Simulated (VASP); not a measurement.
# BN (Qingsongite) (F-43m) in VASP: notebook, part 2 of 2

VASP 6.6.1. The steps go on from the part before.

**5. Relaxation of cell and atoms, LDA**

Contents of INCAR:

```
PREC = Accurate
ENCUT = 600
EDIFF = 1E-6
ISMEAR = 0
SIGMA = 0.03
LREAL = F
LASPH = T
NELM = 80
ALGO = Normal
ISIF = 3
LWAVE = F
LCHARG = F
IBRION = 2
NSW = 90
EDIFFG = -0.01
```

Contents of KPOINTS:

```
regular mesh
0
Gamma
  14 14 14
```

Contents of POSCAR:

```
BN
1.0
    0.0000000000      1.8075000000      1.8075000000
    1.8075000000      0.0000000000      1.8075000000
    1.8075000000      1.8075000000      0.0000000000
B N
1 1
Direct
    0.0000000000      0.0000000000      0.0000000000
    0.2500000000      0.2500000000      0.2500000000
```

Potentials or basis: VASP PAW LDA potentials, release 64 (B, N).

Command:

```console
$ cat potpaw_LDA.64/B/POTCAR potpaw_LDA.64/N/POTCAR > POTCAR
$ mpirun -np 1 vasp_std > vasp.out
```

OUTCAR:

```text
PREC = Accurate
   ENCUT = 600
   EDIFF = 1E-6
   ISMEAR = 0
   LREAL = F
   LASPH = T
   NELM = 80
   ISIF = 3
   IBRION = 2
   NSW = 90
   EDIFFG = -0.01

 ion  position               nearest neighbor table
   1  0.000  0.000  0.000-   2 1.57   2 1.57   2 1.57   2 1.57
   2  0.250  0.250  0.250-   1 1.57   1 1.57   1 1.57   1 1.57

  LATTYP: Found a face centered cubic cell.
 ALAT       =     3.6150000000

  Lattice vectors:

 A1 = (   0.0000000000,   1.8075000000,   1.8075000000)
 A2 = (   1.8075000000,   0.0000000000,   1.8075000000)
 A3 = (   1.8075000000,   1.8075000000,   0.0000000000)

Analysis of symmetry for initial positions (statically):
=====================================================================
 Subroutine PRICEL returns:
 Original cell was already a primitive cell.

 Routine SETGRP: Setting up the symmetry group for a
 face centered cubic supercell.

 Subroutine GETGRP returns: Found 24 space group operations
 (whereof 24 operations were pure point group operations)
 out of a pool of 48 trial point group operations.

The static configuration has the point symmetry T_d .

Analysis of symmetry for dynamics (positions and initial velocities):
=====================================================================
 Subroutine PRICEL returns:
 Original cell was already a primitive cell.

 Routine SETGRP: Setting up the symmetry group for a
 face centered cubic supercell.

 Subroutine GETGRP returns: Found 24 space group operations
 (whereof 24 operations were pure point group operations)
 out of a pool of 48 trial point group operations.

The dynamic configuration has the point symmetry T_d .

 Subroutine INISYM returns: Found 24 space group operations
 (whereof 24 operations are pure point group operations),
 and found     1 'primitive' translations

----------------------------------------------------------------------------------------

                                     Primitive cell

  volume of cell :      11.8104

  direct lattice vectors                    reciprocal lattice vectors
     0.000000000  1.807500000  1.807500000    -0.276625173  0.276625173  0.276625173
     1.807500000  0.000000000  1.807500000     0.276625173 -0.276625173  0.276625173
     1.807500000  1.807500000  0.000000000     0.276625173  0.276625173 -0.276625173

  length of vectors
     2.556191014  2.556191014  2.556191014     0.479128854  0.479128854  0.479128854

  position of ions in fractional coordinates (direct lattice)
     0.000000000  0.000000000  0.000000000
     0.250000000  0.250000000  0.250000000

  ion indices of the primitive-cell ions
   primitive index   ion index
                 1           1
                 2           2

----------------------------------------------------------------------------------------

 KPOINTS: regular mesh

Automatic generation of k-mesh.
 Grid dimensions read from file:
 generate k-points for:   14   14   14

 Generating k-lattice:

  Cartesian coordinates                     Fractional coordinates (reciprocal lattice)
    -0.019758941  0.019758941  0.019758941     0.071428571  0.000000000  0.000000000
[... 46 lines left out ...]
   ions per type =               1   1
   NGX,Y,Z   is equivalent  to a cutoff of  13.01, 13.01, 13.01 a.u.
   NGXF,Y,Z  is equivalent  to a cutoff of  26.01, 26.01, 26.01 a.u.
 SYSTEM =  unknown system
   PREC   = accura    normal or accurate (medium, high low for compatibility)
   ISTART =      0    job   : 0-new  1-cont  2-samecut
   ICHARG =      2    charge: 1-file 2-atom 10-const
   ISPIN  =      1    spin polarized calculation?
   LNONCOLLINEAR =      F non collinear calculations
   LSORBIT =      F    spin-orbit coupling
   LASPH  =      T    aspherical Exc in radial PAW
   ENCUT  =  600.0 eV  44.10 Ry    6.64 a.u.   5.11  5.11  5.11*2*pi/ulx,y,z
   NELM   =     80;   NELMIN=  2; NELMDL= -5     # of ELM steps
   EDIFF  = 0.1E-05   stopping-criterion for ELM
   LREAL  =      F    real-space projection
   EDIFFG = -.1E-01   stopping-criterion for IOM
   NSW    =     90    number of steps for IOM
   IBRION =      2    ionic relax: 0-MD 1-quasi-New 2-CG
   NFREE  =      1    steps in history (QN), initial steepest desc. (CG)
   ISIF   =      3    stress and relaxation
   ISYM   =      2    0-nonsym 1-usesym 2-fastsym
   POTIM  = 0.5000    time-step for ionic-motion
   TEBEG  =    0.0;   TEEND  =   0.0 temperature during run
   PSTRESS=    0.0 pullay stress
   NELECT =       8.0000    total number of electrons
   NUPDOWN=      -1.0000    fix difference up-down
   EMIN   =  10.00;   EMAX   =-10.00  energy-range for DOS
   EFERMI =   0.00;   METHOD = LEGACY
   ISMEAR =     0;   SIGMA  =   0.03  broadening in eV -4-tet -1-fermi 0-gaus
   EFERMI_NEDOS =   21; number of points for ismear=-14 and -15
   IALGO  =     38    algorithm
   IMIX   =      4    mixing-type and parameters
     AMIX     =   0.40;   BMIX     =  1.00
     AMIX_MAG =   1.60;   BMIX_MAG =  1.00
  volume/ion in A,a.u.               =       5.91        39.85
  Fermi-wavevector in a.u.,A,eV,Ry     =   1.437749  2.716952 28.124920  2.067123
  Thomas-Fermi vector in A             =   2.556793
   LORBIT       =      0    0 simple, 1 ext, 2 COOP (PROOUT), +10 PAW based schemes
   GGA     = CA    functional components
   LHFCALC =     F    Hartree Fock is set to
   AEXX    =    0.0000 exact exchange contribution
   IVDW    =     0    specifies the selected vdW correction
   LEPSILON=     F    determine dielectric tensor
   LRPA    =     F    only Hartree local field effects (RPA)
 conjugate gradient relaxation of ions
 non-spin polarized calculation
 Gauss-broadening in eV      SIGMA  =   0.03
  energy-cutoff  :      600.00
  volume of cell :       11.81
 maximum number of plane-waves:       411
   NGX = 11   NGY = 11   NGZ = 11

--------------------------------------- Ionic step        1  -------------------------------------------

 number of electron       8.0000000 magnetization

 Free energy of the ion-electron system (eV)
  ---------------------------------------------------
  ext. energy  EPLUGINS =         0.00000000
  ---------------------------------------------------
  free energy    TOTEN  =       -19.40692740 eV

  energy without entropy =      -19.40692740  energy(sigma->0) =      -19.40692740

------------------------ aborting loop because EDIFF is reached ----------------------------------------

  FORCE on cell =-STRESS in cart. coord.  units (eV):
  Direction    XX          YY          ZZ          XY          YZ          ZX
  --------------------------------------------------------------------------------------
  -------------------------------------------------------------------------------------
  Total       -0.7585471     -0.7585471     -0.7585471      0.0000000      0.0000000      0.0000000
  in kB     -102.9030430   -102.9030430   -102.9030430      0.0000000      0.0000000      0.0000000
  external PRESSURE =    -102.9030430 kB  Pullay stress =       0.0000000 kB
[... 59 lines left out ...]
--------------------------------------- Ionic step        3  -------------------------------------------

 number of electron       7.9999999 magnetization

 Free energy of the ion-electron system (eV)
  ---------------------------------------------------
  ext. energy  EPLUGINS =         0.00000000
  ---------------------------------------------------
  free energy    TOTEN  =       -19.41729007 eV

  energy without entropy =      -19.41729007  energy(sigma->0) =      -19.41729007

 E-fermi :   7.8834     XC(G=0): -13.2345

 val. band max:        7.7281633184   @ k =   0.0000   0.0000   0.0000
 cond. band min:      12.1036749167   @ k =   0.5000   0.5000   0.0000
 fundamental gap:      4.3755115984
 Fermi energy:         7.8833655262

 k-point     1 :       0.0000    0.0000    0.0000
  band No.  band energies     occupation
      1     -12.6486      2.00000
      2       7.7282      2.00000
      3       7.7282      2.00000
      4       7.7282      2.00000
      5      16.5384      0.00000
      6      16.5384      0.00000
      7      16.5384      0.00000
      8      18.6089      0.00000
[... 243 lines left out ...]
 k-point    24 :       0.2857    0.1429    0.0000
  band No.  band energies     occupation
      1     -10.8341      2.00000
      2       2.6291      2.00000
      3       5.3005      2.00000
      4       5.8451      2.00000
      5      16.0004      0.00000
      6      19.6129      0.00000
      7      19.9518      0.00000
      8      20.7432      0.00000

 [... further k-points ...]

------------------------ aborting loop because EDIFF is reached ----------------------------------------

  FORCE on cell =-STRESS in cart. coord.  units (eV):
  Direction    XX          YY          ZZ          XY          YZ          ZX
  --------------------------------------------------------------------------------------
  -------------------------------------------------------------------------------------
  Total       -0.0040123     -0.0040123     -0.0040123      0.0000000     -0.0000000      0.0000000
  in kB       -0.5591349     -0.5591349     -0.5591349      0.0000000     -0.0000000      0.0000000
  external PRESSURE =      -0.5591349 kB  Pullay stress =       0.0000000 kB
[... 17 lines left out ...]
  FREE ENERGIE OF THE ION-ELECTRON SYSTEM (eV)
  ---------------------------------------------------
  free  energy   TOTEN  =       -19.4172900657 eV

  energy  without entropy=      -19.4172900657  energy(sigma->0) =      -19.41729007

 reached required accuracy - stopping structural energy minimisation
```

OSZICAR:

```text
N       E                     dE             d eps       ncg     rms          rms(c)
DAV:   1     0.114634839323E+02    0.11463E+02   -0.57643E+03  1704   0.112E+03
DAV:   2    -0.203820287592E+02   -0.31846E+02   -0.30820E+02  2360   0.171E+02
DAV:   3    -0.205368821096E+02   -0.15485E+00   -0.15485E+00  1968   0.155E+01
[... 20 lines left out ...]
DAV:   2    -0.194182096573E+02    0.12892E-01   -0.60460E-02  1680   0.188E+00    0.216E-01
DAV:   3    -0.194175320590E+02    0.67760E-03   -0.13287E-03  2048   0.392E-01    0.895E-02
DAV:   4    -0.194172940722E+02    0.23799E-03   -0.29627E-04  1928   0.146E-01    0.264E-02
DAV:   5    -0.194172905208E+02    0.35514E-05   -0.82593E-06  1808   0.236E-02    0.159E-02
DAV:   6    -0.194172900657E+02    0.45508E-06   -0.46707E-07   912   0.762E-03
   3 F= -.19417290E+02 E0= -.19417290E+02  d E =-.103627E-01
```

Wall time 16 s (1 thread of Intel Xeon Platinum 8488C (Sapphire Rapids), shared host); peak memory 0.11 GiB.

What came out:

```
Free energy                            : -19.4173 eV
Relaxed volume                         : 5.75 Å³/atom
Relaxed cell                           : a = 2.533 Å, b = 2.533 Å, c = 2.533 Å, α = 60.00°, β = 60.00°, γ = 60.00°
Space group after relaxing (to 0.05 Å) : F-43m (No. 216)
Energy gained by relaxing              : 5.2 meV/atom
Ionic steps                            : 3
Pressure after relaxing                : -0.1 GPa
Band gap on the k mesh                 : 4.38 eV, indirect (least direct gap 8.81 eV)
```

Step by step:
```
step  energy change (eV)  largest force (eV/Å)  pressure (GPa)  volume (Å³)
   1              0.0000                0.0000          -10.29        11.81
   2              0.0014                0.0000           12.01        11.17
   3             -0.0104                0.0000           -0.06        11.50
```

Final structure:
```cif
data_structure
_symmetry_space_group_name_H-M 'P 1'
_symmetry_Int_Tables_number 1
_cell_length_a 2.5334
_cell_length_b 2.5334
_cell_length_c 2.5334
_cell_angle_alpha 60.000
_cell_angle_beta 60.000
_cell_angle_gamma 60.000
_cell_volume 11.50
loop_
_atom_site_label
_atom_site_type_symbol
_atom_site_fract_x
_atom_site_fract_y
_atom_site_fract_z
_atom_site_occupancy
B1 B 0.00000 0.00000 0.00000 1
N1 N 0.25000 0.25000 0.25000 1
```

A k mesh can miss the band edges. LDA usually gives volumes a few per cent too small.
